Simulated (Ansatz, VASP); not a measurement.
**LiH: VASP beside Ansatz**

File POSCAR:

```
LiH
1.0
    2.0023268406      2.0023268406      0.0000000000
   -2.0023268406      2.0023268406      0.0000000000
    0.0000000000      2.0023268406      2.0023268406
Li H
1 1
Direct
    0.0000000000      0.0000000000      0.0000000000
    0.5000000000      0.5000000000      0.0000000000
```

INCAR.step1

```
SYSTEM = LiH
ALGO = Normal
EDIFF = 1E-4
ENCUT = 520
GGA = PE
ISMEAR = 0
LASPH = .True.
LCHARG = .False.
LREAL = .False.
LWAVE = .True.
NBANDS = 9
NELM = 100
PREC = Accurate
SIGMA = 0.01
```

Contents of INCAR.step2:

```
SYSTEM = LiH
ALGO = Normal
EDIFF = 1E-7
ENCUT = 520
ISIF = 2
ISMEAR = 0
ISTART = 1
LASPH = .True.
LCHARG = .True.
LELF = .True.
LMIXTAU = .True.
LREAL = .False.
LVHAR = .True.
LWAVE = .False.
METAGGA = R2SCAN
NBANDS = 9
NELM = 100
PREC = Accurate
SIGMA = 0.01
```

File KPOINTS:

```
k-points
0
Gamma
  10 10 10
  0 0 0
```

Input for Ansatz:

```yaml
crystal:
  lattice:
    - [2.00232684063, 2.00232684063, 0.0]
    - [-2.00232684063, 2.00232684063, 0.0]
    - [0.0, 2.00232684063, 2.00232684063]
  atoms:
    - { symbol: Li, position: [0.0, 0.0, 0.0] }
    - { symbol: H, position: [0.5, 0.5, 0.0] }
kpoints:
  mp_grid: { grid: [10, 10, 10] }
scf:
  occupations: { method: fixed }
  convergence: { dr2_threshold: 1.0e-10 }
hamiltonian:
  xc: r2scan
  pseudopotentials: { kind: paw }
output:
  forces: true
  stress: true
  eigenstates:
    kpoints:
      - [0.0, 0.0, 0.0]
      - [-0.5, 0.5, 0.0]
      - [-0.5, -0.5, -0.5]
      - [0.0, 0.0, -0.5]
      - [0.0, -0.5, -0.5]
      - [0.0, 0.5, 0.0]
      - [-0.5, 0.0, 0.0]
      - [-0.5, 0.0, -0.5]
  eigenvalues: true
```

Change from the starting cell: unstrained.

Alike in both runs: task single point; functional r2SCAN; k mesh 10 × 10 × 10; no spin polarisation.

```csv
,VASP,Ansatz
version,VASP 6.6.1,Ansatz 0.2.0
potentials or method,"VASP PAW PBE potentials, release 64 (Li_sv, H)","PAW with Ansatz's default frozen-core files, scalar-relativistic"
plane-wave cutoff (eV),520,500
occupations,"gaussian, width 0.01 eV",fixed
valence electrons in the cell,4,4
```

VASP gave:

- gap on the k mesh at the Fermi level (eV): 3.58

Task: What did Ansatz give for the same quantities?

Result: gap on the k mesh at the Fermi level (eV): 3.63.

 A k mesh can miss the band edges.
